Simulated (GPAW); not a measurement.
# ZrS2 (P-3m1) in GPAW: single point with PBE

Aim: the single point of ZrS2 with PBE.

All numbers are computed with GPAW 26.7.0; they aren't measurements. Logs are shortened: lines on timing, memory, paths and dates and some standing lists are left out, and cuts for length are marked. The log counts tension as positive stress, the text compression.

**1. Starting point**

It takes space group P-3m1 (No. 164, trigonal). Conventional cell: a = 3.691 Å, b = 3.691 Å, c = 6.041 Å, α = 90.00°, β = 90.00°, γ = 120.00°. Zr (site symmetry -3m) is surrounded by 6 S at 2.57 Å. S (site symmetry 3m) has 3 Zr at 2.57 Å as nearest neighbours.

The cell is a database's computed one.

**2. Single point, PBE**

The input, run.py:

```python
from ase import Atoms
from ase.dft.bandgap import bandgap
from ase.io import write
from ase.units import GPa
from gpaw import GPAW, PW

atoms = Atoms(['Zr', 'S', 'S'],
              cell=[[3.6913825498, 0.0, 0.0],
                    [-1.8456912749, 3.1968310632, 0.0],
                    [0.0, 0.0, 6.04107701]],
              scaled_positions=[[0.0, 0.0, 0.0],
                                [0.3333333333, 0.6666666667, 0.23790997],
                                [0.6666666667, 0.3333333333, 0.76209003]],
              pbc=True)

calc = GPAW(mode=PW(400),
            xc='PBE',
            kpts={'size': (7, 7, 4), 'gamma': True},
            occupations={'name': 'fermi-dirac', 'width': 0.05},
            nbands=24,
            maxiter=120,
            txt='gpaw.txt')
atoms.calc = calc
energy = atoms.get_potential_energy()
forces = atoms.get_forces()
stress = atoms.get_stress()
calc.write('gs.gpw')
write('result.traj', atoms)
print(f'Energy: {energy:.6f} eV')
print('Forces (eV/A):')
print(forces.round(4))
print('Stress (GPa):', (stress / GPa).round(3))
print('Fermi level:', round(calc.get_fermi_level(), 4), 'eV')
print(f'Gap: {bandgap(calc)[0]:.4f} eV, direct: {bandgap(calc, direct=True)[0]:.4f} eV')
```

Potentials or basis: GPAW PAW data sets (gpaw-data 1.2.1), pw.

The run is started by

```bash
$ OMP_NUM_THREADS=1 python run.py
```

gpaw.txt:

```text
__  _  _
 | _ |_)|_||  |
 |__||  | ||/\| - 26.7.0

Input parameters:
  mode=PW(ecut=400.0),
  kpts=MonkhorstPack(size=(7, 7, 4), gamma=True),
  maxiter=120,
  nbands=24,
  occupations=Occupations(name='fermi-dirac', width=0.05),
  xc=XC(name='PBE')

Diagonalizing LCAO Hamiltonian
Converting LCAO to pw mode

            S

        S

       Zr

Atoms  # Å, Bohr magnetons
|   | symbol |         x |        y |        z |    initial magnetic moments |
|---|--------|-----------|----------|----------|-----------------------------|
| 0 |     Zr |  0.000000 | 0.000000 | 0.000000 | ( 0.0000,  0.0000,  0.0000) |
| 1 |      S | -0.000000 | 2.131221 | 1.437232 | ( 0.0000,  0.0000,  0.0000) |
| 2 |      S |  1.845691 | 1.065610 | 4.603845 | ( 0.0000,  0.0000,  0.0000) |

Unit cell  # Å
| periodic |         x |        y |        z |  lengths |     angles |
|----------|-----------|----------|----------|----------|------------|
|      yes |  3.691383 | 0.000000 | 0.000000 | 3.691383 |  90.000000 |
|      yes | -1.845691 | 3.196831 | 0.000000 | 3.691383 |  90.000000 |
|      yes |  0.000000 | 0.000000 | 6.041077 | 6.041077 | 120.000000 |

Number of symmetries: 12
Symmetry operations  # r_c * U_cc + t_c -> r_c
|    | kind |            matrix            |
|----|------|------------------------------|
|  0 |  σ   |  1, 1, 0,  0,-1, 0,  0, 0, 1 |
|  1 |  S6  |  1, 1, 0, -1, 0, 0,  0, 0,-1 |
|  2 |  E   |  1, 0, 0,  0, 1, 0,  0, 0, 1 |
|  3 |  C2  |  1, 0, 0, -1,-1, 0,  0, 0,-1 |
|  4 |  C2  |  0, 1, 0,  1, 0, 0,  0, 0,-1 |
|  5 |  C3  |  0, 1, 0, -1,-1, 0,  0, 0, 1 |
|  6 |  S6  |  0,-1, 0,  1, 1, 0,  0, 0,-1 |
|  7 |  σ   |  0,-1, 0, -1, 0, 0,  0, 0, 1 |
|  8 |  σ   | -1, 0, 0,  1, 1, 0,  0, 0, 1 |
|  9 |  i   | -1, 0, 0,  0,-1, 0,  0, 0,-1 |
| 10 |  C3  | -1,-1, 0,  1, 0, 0,  0, 0, 1 |
| 11 |  C2  | -1,-1, 0,  0, 1, 0,  0, 0,-1 |

BZ-sampling:
  Number of BZ points: 196
  Number of IBZ points: 28

  Monkhorst-Pack size: [7, 7, 4]
  Monkhorst-Pack shift: [0.0, 0.0, 0.125]

K-points  # in reciprocal-cell coordinates
|     |                                coordinates |     weight |
|-----|--------------------------------------------|------------|
|   0 | (  0.00000000,   0.00000000,   0.00000000) | 0.00510204 |
|   1 | (  0.00000000,   0.00000000,   0.25000000) | 0.01020408 |
|   2 | (  0.00000000,   0.00000000,   0.50000000) | 0.00510204 |
|   3 | (  0.14285714,   0.00000000,  -0.25000000) | 0.03061224 |
|   4 | (  0.14285714,   0.00000000,   0.00000000) | 0.03061224 |
|   5 | (  0.14285714,   0.00000000,   0.25000000) | 0.03061224 |
|   6 | (  0.14285714,   0.00000000,   0.50000000) | 0.03061224 |
|   7 | (  0.28571429,  -0.14285714,   0.00000000) | 0.03061224 |
|   8 | (  0.28571429,  -0.14285714,   0.25000000) | 0.06122449 |
|   9 | (  0.28571429,  -0.14285714,   0.50000000) | 0.03061224 |
| ... |                                            |            |
|  27 | (  0.42857143,   0.42857143,   0.50000000) | 0.03061224 |

Plane wave coefficients: 1314
Cutoff: 400.0 eV

Spin-components: 1 (collinear spins)
Bands:           24
Projectors:      16
Spin-degeneracy: 2
Datatype:        complex128

Parallelization:
  kpt:    1
  domain: 1
  band:   1

Density:
  Valence electrons: 24.0
  Components: 1
  Grid points: [18 18 28]
  Charge: 0.0  # |e|

Potential:
  Grid points: [18 18 28]

species:
  Zr:
    name:    Zirconium
    Z:       40.0
    valence: 12
    core:    28
    charge:  0.0  # [|e|]
    compensation charges:
      type: gauss
      rc: 0.40  # [Å]
      lmax: 2
    cutoffs:
      filter: 2.39  # [Å]
      core: 1.59  # [Å]
    projectors
    | kind |    occ | energy [eV] | rcut [Å] |
    |------|--------|-------------|----------|
    |   4s |  2.000 |     -54.478 |    1.323 |
    |   5s |  2.000 |      -4.438 |    1.323 |
    |   4p |  6.000 |     -32.467 |    1.334 |
    |   5p |  0.000 |      -1.470 |    1.334 |
    |   4d |  2.000 |      -3.600 |    1.244 |
    |    d |        |      23.611 |    1.244 |

    Using partial waves for Zr as LCAO basis

  S:
    name:    Sulfur
    Z:       16.0
    valence: 6
    core:    10
    charge:  0.0  # [|e|]
    compensation charges:
      type: gauss
      rc: 0.24  # [Å]
      lmax: 2
    cutoffs:
      filter: 1.77  # [Å]
      core: 1.66  # [Å]
    projectors
    | kind |    occ | energy [eV] | rcut [Å] |
    |------|--------|-------------|----------|
    |   3s |  2.000 |     -17.254 |    0.974 |
    |   3p |  4.000 |      -7.008 |    0.979 |
    |    s |        |       9.957 |    0.974 |
    |    p |        |      20.203 |    0.979 |
    |    d |        |       0.000 |    0.900 |

    Using partial waves for S as LCAO basis

Reference energy: -119608.811030  # eV

eigensolver:
  PPCG
  Converge bands: occupied
  niter=2

density mixing:
  MSR1-Mixer
  Pratt-step length: 0.05
  Maximum mixing coefficient: 0.75
  Old densities: 10
  SVD Regularization: 0.005
  Good broyden scale: 1.0
  Trust region scale: 1.0
  Backstep threshold: 4.0
  History deletion threshold: 6.0
  Fourier metric: weight=20.0, sigma=0.015

occupation numbers:
  Fermi-Dirac:
    width: 0.0500  # eV

poisson solver:
  ecut: 3200.0  # eV

xc functional:
  name: PBE with 2 nearest neighbor stencil

convergence criteria:
- Maximum [total energy] change in last 3 cyles: 0.0005 eV / valence electron
- Maximum integral of absolute [dens]ity change: 0.0001 electrons / valence electron
- Maximum integral of absolute [eigenst]ate change: 4e-08 eV^2 / valence electron
maximum number of iterations: 120

SCF iterations
|iter     | |      energy | eigst |  dens |
|---------|-|-------------|-------|-------|
|iter:   1| |  -20.980693 | +0.10 |       |
|iter:   2| |  -20.805561 | -1.62 | -1.02 |
|iter:   3| |  -20.231930 | -1.17 | -1.07 |
|iter:   4| |  -20.223357 | -2.24 | -1.55 |
|iter:   5| |  -20.218684 | -2.87 | -1.81 |
|iter:   6| |  -20.217610c| -3.42 | -2.02 |
|iter:   7| |  -20.217623c| -4.95 | -3.25 |
|iter:   8| |  -20.217626c| -6.25 | -3.66 |
|iter:   9| |  -20.217626c| -7.75c| -4.67c|

Converged in 9 steps
Energy contributions relative to reference atoms: (reference = -119608.811030)

Energy contributions:
  Kinetic:          18.298315
  Coulomb:         -21.702072
  Zero:              0.228724
  External:          0.000000
  Xc:              -17.042591
  Entropy:          -0.000002
  Spinorbit:         0.000000
  ----------------------------
  Free energy:     -20.217627
  Extrapolated:    -20.217626

dipole moment: (-6.734960, -11.665292, -22.043996)  # |e|*Ang

Fermi level: 5.073
Eigenvalues  # (at kpt = [0.000, 0.000, 0.000])
| band index |      eig [eV] | occ [0-2] |
|------------|---------------|-----------|
|          0 |       -44.451 |     2.000 |
|        ... |               |           |
|          4 |        -8.023 |     2.000 |
|          5 |        -6.630 |     2.000 |
|          6 |         0.353 |     2.000 |
|          7 |         1.784 |     2.000 |
|          8 |         1.784 |     2.000 |
|          9 |         4.456 |     2.000 |
|         10 |         4.456 |     2.000 |
|         11 |         4.498 |     2.000 |
|         12 |         6.129 |     0.000 |
|         13 |         6.129 |     0.000 |
|         14 |         6.972 |     0.000 |
|         15 |         9.545 |     0.000 |
|         16 |         9.545 |     0.000 |
|         17 |        10.318 |     0.000 |
|         18 |        10.447 |     0.000 |
|         19 |        14.113 |     0.000 |
|        ... |               |           |
|         23 |        18.441 |     0.000 |

Gap: 1.086 eV
Transition (v -> c):
  (s=0, k=4, n=11, [0.14, 0.00, 0.00]) -> (s=0, k=21, n=12, [0.43, 0.00, 0.50])
Direct/indirect transitions are different
Direct gap: 1.631 eV
Transition at: (s=0, k=0, n=11, [0.00, 0.00, 0.00])

Forces  # eV/Ang
|       x |       y |        z |
|---------|---------|----------|
| 0.00000 | 0.00000 |  0.00000 |  # Zr   0
| 0.00000 | 0.00000 |  0.01419 |  # S    1
| 0.00000 | 0.00000 | -0.01419 |  # S    2

Stress tensor  # eV/Ang^3
|        x |         y |         z |
|----------|-----------|-----------|
| 0.004403 |  0.000000 |  0.000000 |
| 0.000000 |  0.004403 | -0.000000 |
| 0.000000 | -0.000000 | -0.002195 |

# Writing to gs.gpw (mode='')
```

Wall time 26 s (1 thread of Intel Xeon Platinum 8259CL at 2.50GHz (Skylake/Cascade Lake), shared host); peak memory 0.16 GiB.

The run converged, but some of its settings lie outside the range that counts as converged, so its numbers aren't taken as properties of the crystal.

Results:

```
Free energy            : -20.2176 eV
Pressure               : -0.4 GPa
Largest force          : 0.014 eV/Å
Band gap on the k mesh : 1.09 eV, indirect (least direct gap 1.63 eV)
```

Caveat: the cutoff is short for stress and forces, so pressures can be off by a GPa or more; an odd mesh through Γ misses points on the zone boundary, where band edges often lie; this functional lacks dispersion, which binds the layers, so the pressure and a relaxed spacing across them are unreliable.
